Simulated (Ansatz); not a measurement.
BaHfO3 (cubic perovskite): a single-point calculation in Ansatz 0.2.0 (r2SCAN+SOC). The cell was relaxed with r2SCAN and then strained (isotropic +1.0 % on every length), with the atoms relaxed again with r2SCAN; k points keep the names of the unstrained zone.

The input:
```yaml
crystal:
  lattice:
    - [4.2188293586, 0.0, 0.0]
    - [0.0, 4.2188293586, 0.0]
    - [0.0, 0.0, 4.2188293586]
  atoms:
    - { symbol: Ba, position: [0.0, 0.0, 0.0] }
    - { symbol: Hf, position: [0.5, 0.5, 0.5] }
    - { symbol: O, position: [0.5, 0.5, 0.0] }
    - { symbol: O, position: [0.5, 0.0, 0.5] }
    - { symbol: O, position: [0.0, 0.5, 0.5] }
kpoints:
  mp_grid: { grid: [6, 6, 6] }
  band_path:
    path: [[0.0, 0.0, 0.0], [0.0, 0.5, 0.0], [0.5, 0.5, 0.0], [0.5, 0.5, 0.5]]
    npoints: 1
hamiltonian:
  xc: r2scan
scf:
  occupations: { method: fixed }
  n_extra_bands: 10
magnetization:
  noncollinear: true
  spin_orbit: true
output:
  forces: true
  stress: true
  eigenvalues: true
  write_density: true
  write_potential: true
  elf: true
  volumetric_format: npy
```

Task: It took 10 s on 1 × NVIDIA H100 80GB HBM3 with 2 threads of AMD EPYC 7R13 Processor (Zen 3), with other jobs on the host, load about 0.6 per core. What peak of host memory did it reach?

Result: About 1.4 GiB.

Abridged output:
```
scf.n_extra_bands = 10 over 54 filled bands (N_el = 54.0): the run solves 64 bands
Functional definition: r2SCAN
Crystal: 5 atoms, lattice volume = 75.089 Å³
Basis set: ecut = 500 eV, 1935 PW (Γ)
Symmetry: 48 space group operations + 48 with time reversal
Magnetic group: BNS 221.93 (UNI 1595)
k-points: 20 of 216
Projection manifold: j_resolved (fully-relativistic pseudo-atomic orbitals)
preconditioner: auto → Resta (q_TF=auto, 2.582 Å⁻¹)  ε∞=4.1  [insulator: Δε(μ)=2.654 eV  ℏωp=30.3 eV]
Free energy (F): -23374.654146 eV
Fermi energy:    10.773780 eV
--- Stress (GPa, compression-positive) ---
       -4.928550       0.000000       0.000000
        0.000000      -4.928550       0.000000
        0.000000       0.000000      -4.928550
  P = ⅓ Tr σ = -4.9285 GPa (-49.285 kbar)
--- Band table (eV; the first three rows and the last of 20) ---
  k-point 0: bands = […, 9.8381, 9.8381, 10.4864, 10.4864, 10.6716, 10.6716, 10.6716, 10.6716, 14.8040, 14.8040, 14.8040, 14.8040, 15.0827, 15.0827, …]
  k-point 1: bands = […, 9.6643, 9.6643, 9.9955, 9.9955, 10.4380, 10.4380, 10.5726, 10.5726, 14.9630, 14.9630, 15.3962, 15.3962, 15.6128, 15.6128, …]
  k-point 2: bands = […, 9.3142, 9.3142, 9.3686, 9.3686, 10.2631, 10.2631, 10.4335, 10.4335, 15.1953, 15.1953, 16.6269, 16.6269, 16.8483, 16.8483, …]
  k-point 19: bands = […, 8.4004, 8.4004, 10.7564, 10.7564, 10.7738, 10.7738, 10.7738, 10.7738, 17.3822, 17.3822, 17.4081, 17.4081, 17.4081, 17.4081, …]
```

The rows of the band table are 0: (0, 0, 0) = Γ, 1: (0, 0, 1/6), 2: (0, 0, 1/3), 19: (-1/2, -1/2, -1/2) = R.

bands.tsv, columns around the gap (it counts bands from 0):
```tsv
# k_distance	band_44	band_45	band_46	band_47	band_48	band_49	band_50	band_51	band_52	band_53	band_54	band_55	band_56	band_57	band_58	band_59	band_60	band_61
# fermi_ev = 10.773780
# [0, 0, 0] at k_distance = 0.000000
# [0, 0.5, 0] at k_distance = 0.744660
# [0.5, 0.5, 0] at k_distance = 1.489320
# [0.5, 0.5, 0.5] at k_distance = 2.233979
# levels_relative_to = fermi_ev
0.000	-0.948	-0.948	-0.936	-0.936	-0.287	-0.287	-0.102	-0.102	-0.102	-0.102	4.030	4.030	4.030	4.030	4.309	4.309	5.255	5.255
0.745	-1.687	-1.687	-1.607	-1.607	-1.539	-1.539	-0.578	-0.578	-0.392	-0.392	4.550	4.550	6.588	6.588	6.833	6.833	6.986	6.986
1.489	-2.254	-2.254	-1.090	-1.090	-0.923	-0.923	-0.843	-0.843	-0.052	-0.052	6.527	6.527	6.713	6.713	7.130	7.130	7.412	7.412
2.234	-2.373	-2.373	-2.373	-2.373	-0.017	-0.017	0.000	0.000	0.000	0.000	6.608	6.608	6.634	6.634	6.634	6.634	7.993	7.993
```
In order the rows are Γ, X, M, R.

Planar averages along the third cell vector, from rho_z.tsv and v_z.tsv (valence density with its augmentation; electrostatic potential energy of an electron, of which only differences have a meaning):
```tsv
z (Å)	ρ (e/Å³)	v_es (eV)
0.00	0.670	2.93
0.13	0.648	3.26
0.40	0.501	5.56
0.53	0.409	7.20
0.66	0.326	8.88
0.92	0.205	11.03
1.05	0.184	11.54
1.19	0.206	11.47
1.45	0.475	9.41
1.58	0.793	7.09
1.71	1.245	4.79
1.98	2.147	1.71
2.11	2.299	1.27
2.37	1.748	2.95
2.50	1.245	4.79
2.64	0.793	7.09
2.90	0.291	10.84
3.03	0.206	11.47
3.16	0.184	11.54
3.43	0.256	10.15
3.56	0.326	8.88
3.69	0.409	7.20
3.96	0.587	4.20
4.09	0.648	3.26
```

The r2SCAN+SOC gap is indirect, 4.03 eV (R to Γ), below the direct gap of 4.13 eV at Γ. The gap is the least over the mesh and the extra points. The mean pressure is -4.93 GPa (compression positive), so r2SCAN+SOC would shrink the cell's volume.

(Simulation; no magnetic order is allowed.)
